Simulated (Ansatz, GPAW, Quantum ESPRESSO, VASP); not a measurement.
HfC: 5 runs at one level of theory

```
Hf C
1.0
     0.00000    2.32500    2.32500
     2.32500    0.00000    2.32500
     2.32500    2.32500    0.00000
Hf C
1 1
Cartesian
  2.3250 2.3250 2.3250
  0.0000 0.0000 0.0000
```

Alike in all runs: task band structure; functional PBEsol; k mesh 10 × 10 × 10; occupations fermi-dirac, width 0.05 eV; no spin polarisation; no spin-orbit coupling. Pressure is positive in compression and, in plane waves, holds the error of the finite cutoff, which Ansatz's Pulay term estimates and takes out.

```tsv
program and potentials	plane-wave cutoff (eV)	notes	pressure (GPa)
Ansatz, PAW datasets made for the crystal	400	15 valence electrons an atom on average	-6.48
Ansatz, all-electron LAPW, scalar-relativistic	-	-	-6.48
VASP, PBE PAW files C, Hf_pv, 520 eV	520	potentials made for PBE; 7 valence electrons an atom on average	-6.96
Quantum ESPRESSO, PseudoDojo 0.4.1 SR PBEsol standard	1116	8 valence electrons an atom on average	-6.24
GPAW, PAW data sets generated for this functional	800	8 valence electrons an atom on average	-5.31
```

The pressure spans -6.96 (VASP, PBE PAW files C, Hf_pv, 520 eV) to -5.31 GPa (GPAW, PAW data sets generated for this functional), with all-electron results at -6.48.

Differences between rows come from potentials, basis sets and numerical settings, since the functional is the same but for its coding. Runs on potential files found faulty are left out.
